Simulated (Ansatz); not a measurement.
# WSe2: the cost of one run

Method: DFT PBEsol, scalar-relativistic, plane waves, PAW, in Ansatz 0.2.0.

6 further runs of the same task are left out: 2 that didn't finish, 4 set aside as unsound or not needed.

### 1 The structure to begin with

The structure is hexagonal, space group P-6m2 (No. 187). The conventional cell has a = 3.491 Å, b = 3.491 Å, c = 17.526 Å, α = 90.00°, β = 90.00°, γ = 120.00°. Te (site symmetry 3m) has 3 Mo at 2.70 Å as nearest neighbours. Mo (site symmetry -6m2) has 6 Te at 2.70 Å as nearest neighbours.

Coordinates:

```
Te Mo
1.0
     3.49108    0.00000    0.00000
    -1.74554    3.02336    0.00000
     0.00000    0.00000   17.52642
Te Mo
2 1
Cartesian
  0.0000 2.0156 15.7231
  0.0000 2.0156 1.8033
  0.0000 0.0000 0.0000
```

It goes back to an entry of the Materials Project, which need not be the stable form.

It is the result of an earlier relaxation at this level (volume 61.66 Å³/atom; gap on the mesh: 1.20 eV).

### 2 Swap Mo → W, Te → Se

The start of WSe2: fractional positions of relaxed Te2Mo, cell scaled by 0.955, a guess from tabulated radii.

### 3 Probe: one point at the start (WSe2)

Contents of input.yaml:

```yaml
crystal:
  lattice:
    - [3.3353451727, 0.0, 0.0]
    - [-1.6676725864, 2.88849365, 0.0]
    - [0.0, 0.0, 16.744605048]
  atoms:
    - { symbol: Se, position: [0.3333333333, 0.6666666667, 0.8971077561] }
    - { symbol: Se, position: [0.3333333333, 0.6666666667, 0.1028922439] }
    - { symbol: W, position: [0.0, 0.0, 0.0] }
basis:
  ecutwfc: 420
kpoints:
  mp_grid: { grid: [6, 6, 1] }
hamiltonian:
  xc: pbesol
scf:
  occupations: { method: gaussian, width: 0.1 }
output:
  forces: true
  stress: true
  eigenvalues: true
```

The run is started by

```bash
> ansatz run input.yaml --threads 1 --pin off --max-ram 2560MiB --backend cpu --events-out ev --progress --plain --runs-dir out
```

Q: Estimate wall time and peak memory on 1 thread of Intel Xeon Platinum 8375C at 2.90GHz (Ice Lake), shared host.

About 2.4 s, with a peak of 0.41 GiB.
